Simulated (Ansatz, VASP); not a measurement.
Pt: VASP beside Ansatz

INCAR

```
PREC     = Accurate       # precision mode
ENCUT    = 520            # plane-wave cutoff, eV
EDIFF    = 1E-6           # SCF threshold, eV
ISMEAR   = 0              # smearing method
SIGMA    = 0.1            # smearing width, eV
LREAL    = F              # projectors in reciprocal space
LASPH    = T              # aspherical terms in the spheres
NELM     = 60             # most SCF steps
ALGO     = Normal         # electronic algorithm
ISIF     = 2              # what is computed and relaxed
LWAVE    = F              # write WAVECAR
LCHARG   = T              # write CHGCAR
GGA      = PE             # functional
LELF     = T              # ELF
LVHAR    = T            
NBANDS   = 11             # bands
```

The input KPOINTS:

```
regular mesh
0
Gamma
  18 18 18
```

POSCAR

```
Pt
1.0
    0.0000000000      2.0117422500      2.0117422500
    2.0117422500      0.0000000000      2.0117422500
    2.0117422500      2.0117422500      0.0000000000
Pt
1
Direct
    0.0000000000      0.0000000000      0.0000000000
```

Input for Ansatz:

```yaml
crystal:
  lattice:
    - [0.0, 2.01174225, 2.01174225]
    - [2.01174225, 0.0, 2.01174225]
    - [2.01174225, 2.01174225, 0.0]
  atoms:
    - { symbol: Pt, position: [0.0, 0.0, 0.0] }
basis:
  ecutwfc: 420
kpoints:
  mp_grid: { grid: [18, 18, 18] }
hamiltonian:
  xc: pbe
scf:
  occupations: { method: gaussian, width: 0.1 }
output:
  forces: true
  stress: true
  eigenvalues: true
  populations: true
  write_density: true
  write_potential: true
  elf: true
  volumetric_format: npy
```

Alike in both runs: task single point; functional PBE; k mesh 18 × 18 × 18; occupations gaussian, width 0.1 eV; no spin polarisation.

|  | VASP | Ansatz |
| --- | --- | --- |
| version | VASP 6.6.1 | Ansatz 0.2.0 |
| potentials or method | VASP PAW PBE potentials, release 64 (Pt) | scalar-relativistic, plane waves, PAW |
| plane-wave cutoff (eV) | 520 | 420 |
| valence electrons in the cell | 10 | 18 |

|  | VASP | Ansatz | Ansatz less VASP |
| --- | --- | --- | --- |
| gap on the k mesh at the Fermi level (eV) | none | none | - |
| pressure (GPa) | -9.3 | -8.9 | +0.42 |

A gap of «none» marks a metal or a gap that the smearing closes. The two sets of potentials don't hold the same shells in valence.

The runs have no spin-orbit coupling, so splittings on Pt are missing.
